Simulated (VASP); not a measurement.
The system is Al.

```
Al
1.0
     0.00000    2.02481    2.02481
     2.02481    0.00000    2.02481
     2.02481    2.02481    0.00000
Al
1
Direct
  0.00000 0.00000 0.00000
```

Base run:

* Program: VASP 6.6.1
* Functional: SCAN
* Potentials or basis: VASP PAW PBE potentials, release 64 (Al)
* Cutoff: 520 eV
* k mesh: 11 × 11 × 11
* Occupations: fermi-dirac, width 0.05 eV
* Spin: no spin polarisation

Its results: pressure -2.2 GPa.

After a change of settings the same cell gave: pressure -3.6 GPa. Which change was it?
A. functional from SCAN to r2SCAN
B. functional from SCAN to revTPSS
C. functional from SCAN to MS2; further incar settings from ALGO = Normal; EDIFF = 1e-06; NBANDS = 8 to ALGO = Normal; EDIFF = 1e-06
D. functional from SCAN to TPSS

A.

Caveats: the PAW data sets were made with another functional, which shifts forces and pressure a little.

Runs at the PBE level aren't shown here.
